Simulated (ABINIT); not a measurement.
Runs of ABINIT 10.8.3 (patched build) on Ge. Symmetry: P6_3/mmc, No. 194, hexagonal system. Conventional cell: a = 3.998 Å, b = 3.998 Å, c = 6.599 Å, α = 90.00°, β = 90.00°, γ = 120.00°. Ge (site symmetry 3m) is surrounded by 4 Ge at 2.45 to 2.47 Å. This isn't the form of Ge at room conditions, which is diamond.

```csv
task,level,potentials or basis,cell,k mesh,cutoff (eV),cell freedom (optcell),cutoff smearing ecutsm (Ha),optimiser (ionmov),force stop (Ha/bohr),fine-grid cutoff,mesh quality,gap on the mesh (eV),pressure (GPa),largest force (eV/Å)
single point,PBEsol,PseudoDojo NC SR PBEsol v0.4.1 standard,as given,8 × 8 × 4,1061,-,-,-,-,-,not flagged,0.11,0.0,0.01
relaxation of cell and atoms,r2SCAN,JTH PAW PBE v2.0,relaxed,4 × 4 × 2,707,2,0.5,2,5e-05,1306.15 eV,coarse,none,0.0,-
band structure,PBEsol,JTH PAW PBE v2.0,as given,8 × 8 × 4,599,-,-,-,-,1197.3 eV,not flagged,-,(a),0.01
band structure,LDA,JTH PAW LDA v2.0,as given,8 × 8 × 4,599,-,-,-,-,1197.3 eV,not flagged,-,-2.4,-
```

Alike in all rows: no spin polarisation; smearing fermi-dirac 0.05 eV.

Task: Fill in the values left out.

Result: (a) -0.5.

Caveats: some runs use coarse meshes; the PAW data sets were made with another functional, which shifts forces and pressure a little (some runs).

A k mesh can miss the band edges, and the runs leave out spin-orbit coupling on Ge.

A gap of «none» marks a metal or a gap under the smearing width.
